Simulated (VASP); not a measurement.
The system is Sb.

```xyz
4
Lattice="4.5277 0.0000 0.0000 0.0000 4.4211 0.0000 -1.3205 0.0000 6.3643" Properties=species:S:1:pos:R:3 pbc="T T T"
Sb    0.6363    1.1053    4.3511
Sb    3.2336    3.3158    4.8545
Sb   -0.0264    1.1053    1.5099
Sb    2.5709    3.3158    2.0132
```

This isn't the form of Sb at room conditions, which is rhombohedral.

```yaml
Program: VASP 6.6.1
Task: single point
Functional: PBE
Potentials_or_basis: VASP PAW PBE potentials, release 64 (Sb)
Cutoff: 520 eV
k_mesh: 6 × 6 × 4
Occupations: fermi-dirac, width 0.05 eV
Spin: no spin polarisation
```

On this cell: pressure 0.1 GPa; largest force 0.145 eV/Å; band gap on the k mesh none (metal or under the smearing width).

The same run follows on a disturbed copy (atoms moved at random, drawn with an rms of 0.05 Å):

```xyz
4
Lattice="4.5277 0.0000 0.0000 0.0000 4.4211 0.0000 -1.3205 0.0000 6.3643" Properties=species:S:1:pos:R:3 pbc="T T T"
Sb    0.6296    1.0916    4.3855
Sb    3.2453    3.3105    4.8404
Sb    0.0370    1.1169    1.4953
Sb    2.5279    3.3210    1.9708
```

Question: What does the disturbed cell give?

Answer: The energy (extrapolated to zero smearing) moves by +3.4 meV/atom; pressure -0.5 GPa; largest force 0.289 eV/Å; band gap on the k mesh none (metal or under the smearing width).

Forces on the atoms (eV/Å):
```
Sb  -0.013  0.023 -0.029
Sb  -0.053 -0.013 -0.041
Sb  -0.218  0.010  0.120
Sb   0.284 -0.020 -0.050
```

Stress tensor (GPa, compression positive):
```
-0.52  0.03  0.05
 0.03 -0.56  0.01
 0.05  0.01 -0.52
```
